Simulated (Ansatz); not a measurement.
# CaSe: the cost of one run

Computed with Ansatz 0.2.0 (DFT r2SCAN, scalar-relativistic, plane waves, PAW, unless a step's input says otherwise).

The COD entry's cell or inner coordinates are ideal or old and differ from later refinements, so a difference from it is no clean test against experiment.

1 further run of the same task is left out (set aside as unsound or not needed).

## 1. The system as given

The structure is cubic, space group Fm-3m (No. 225). Conventional cell: a = 6.020 Å, b = 6.020 Å, c = 6.020 Å, α = 90.00°, β = 90.00°, γ = 90.00°. Sn (site symmetry m-3m) is surrounded by 6 Se at 3.01 Å. Se (site symmetry m-3m) is surrounded by 6 Sn at 3.01 Å.

Coordinates:

```
Sn Se
1.0
     0.00000    3.01000    3.01000
     3.01000    0.00000    3.01000
     3.01000    3.01000    0.00000
Sn Se
1 1
Direct
  0.00000 0.00000 0.00000
  0.50000 0.50000 0.50000
```

It is the result of an earlier relaxation at this level (volume 27.27 Å³/atom; gap on the mesh: 0.46 eV).

## 2. The film's bulk: CaSe

It takes space group Fm-3m (No. 225, cubic). The conventional cell has a = 5.912 Å, b = 5.912 Å, c = 5.912 Å, α = 90.00°, β = 90.00°, γ = 90.00°. Around Ca (site symmetry m-3m) lie 6 Se at 2.96 Å. Se (site symmetry m-3m) has 6 Ca at 2.96 Å as nearest neighbours.

## 3. Probe: one point at the start (CaSe)

The input, input.yaml:

```yaml
crystal:
  lattice:
    - [0.0, -2.956, -2.956]
    - [2.956, 0.0, -2.956]
    - [2.956, -2.956, 0.0]
  atoms:
    - { symbol: Ca, position: [0.0, 0.0, 0.0] }
    - { symbol: Se, position: [0.5, 0.5, 0.5] }
basis:
  ecutwfc: 500
kpoints:
  mp_grid: { grid: [6, 6, 6] }
hamiltonian:
  xc: r2scan
scf:
  occupations: { method: gaussian, width: 0.1 }
output:
  forces: true
  stress: true
  eigenvalues: true
```

Launch:

```sh
> ansatz run input.yaml --threads 2 --pin off --max-ram 6144MiB --backend cpu --events-out ev --progress --plain --runs-dir out
```

**Question.** How long does this run take on 2 threads of an Arm CPU, shared host, and how much memory does it need?

About 1.8 s, with a peak of 0.43 GiB.
